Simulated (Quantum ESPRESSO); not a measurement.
A calculation with Quantum ESPRESSO 7.5 of KF (native input, structure typed inline):

File pw.in:

```
&CONTROL
  calculation = 'scf'
  prefix = 'pwscf'
  outdir = './tmp'
  pseudo_dir = './pseudo'
  tprnfor = .true.
  tstress = .true.
  disk_io = 'low'
/
&SYSTEM
  ibrav = 0
  nat = 2
  ntyp = 2
  ecutwfc = 60
  ecutrho = 480
  nbnd = 14
  occupations = 'smearing'
  smearing = 'fd'
  degauss = 0.00367493
/
&ELECTRONS
  conv_thr = 4d-10
  electron_maxstep = 120
  mixing_beta = 0.5
/
ATOMIC_SPECIES
K     39.0983 K.pbe-spn-kjpaw_psl.1.0.0.UPF
F     18.9984 f_pbe_v1.4.uspp.F.UPF
CELL_PARAMETERS angstrom
   3.2589550000    0.0000000000    0.0000000000
   0.0000000000    3.2589550000    0.0000000000
   0.0000000000    0.0000000000    3.2589550000
ATOMIC_POSITIONS crystal
K      0.0000000000    0.0000000000    0.0000000000
F      0.5000000000    0.5000000000    0.5000000000
K_POINTS automatic
8 8 8 0 0 0
```

The input pp_density.in:

```
&INPUTPP
  prefix = 'pwscf'
  outdir = './tmp'
  filplot = 'density.dat'
  plot_num = 0
/
&PLOT
  nfile = 1
  filepp(1) = 'density.dat'
  iflag = 3
  output_format = 6
  fileout = 'density.cube'
/
```

Contents of pp_potential.in:

```
&INPUTPP
  prefix = 'pwscf'
  outdir = './tmp'
  filplot = 'potential.dat'
  plot_num = 11
/
&PLOT
  nfile = 1
  filepp(1) = 'potential.dat'
  iflag = 3
  output_format = 6
  fileout = 'potential.cube'
/
```

Potentials or basis: SSSP 1.3 efficiency PBE.

The run is started by

```console
$ OMP_NUM_THREADS=1 pw.x -in pw.in > pw.out
$ OMP_NUM_THREADS=1 pp.x -in pp_density.in > pp_density.out
$ OMP_NUM_THREADS=1 pp.x -in pp_potential.in > pp_potential.out
```

The cell comes from a database or a generator and needn't be the stable form of this composition.

Task: Write the same calculation in another form: ASE script, structure typed inline.

Result: As run:

File run.py:

```python
import numpy as np
from ase.calculators.espresso import Espresso, EspressoProfile
from ase import Atoms

atoms = Atoms(['K', 'F'],
              cell=[[3.258955, 0.0, 0.0], [0.0, 3.258955, 0.0], [0.0, 0.0, 3.258955]],
              scaled_positions=[[0.0, 0.0, 0.0], [0.5, 0.5, 0.5]],
              pbc=True)

input_data = {
    'control': {'calculation': 'scf', 'prefix': 'pwscf', 'outdir': './tmp', 'tprnfor': True, 'tstress': True, 'disk_io': 'nowf'},
    'system': {'ecutwfc': 60.0, 'ecutrho': 480.0, 'nbnd': 14, 'occupations': 'smearing', 'smearing': 'fd', 'degauss': 0.00367493},
    'electrons': {'conv_thr': 4e-10, 'electron_maxstep': 120, 'mixing_beta': 0.5},
}
pseudopotentials = {'F': 'f_pbe_v1.4.uspp.F.UPF', 'K': 'K.pbe-spn-kjpaw_psl.1.0.0.UPF'}
profile = EspressoProfile(command='pw.x', pseudo_dir='pseudo')
dft = Espresso(profile=profile, input_data=input_data, pseudopotentials=pseudopotentials, kpts=(8, 8, 8), koffset=(0, 0, 0))
atoms.calc = dft

print(f'energy {atoms.get_potential_energy():.8f} eV')
print('forces (eV/A)')
print(np.round(atoms.get_forces(), 6))
print('stress (eV/A^3, Voigt)')
print(np.round(atoms.get_stress(), 8))
print(f'Fermi level {dft.get_fermi_level():.4f} eV')
```

Potentials or basis: SSSP 1.3 efficiency PBE.

The run is started by

```sh
$ OMP_NUM_THREADS=1 python run.py
```

Both were run:

|  | native input, structure typed inline | ASE script, structure typed inline |
| --- | --- | --- |
| Pressure | 0.0 GPa | 0.0 GPa |
| Band gap on the k mesh | 6.27 eV, indirect (least direct gap 6.32 eV) | 6.27 eV, indirect (least direct gap 6.32 eV) |

Keys that steer only the numerical path or the files written may differ.
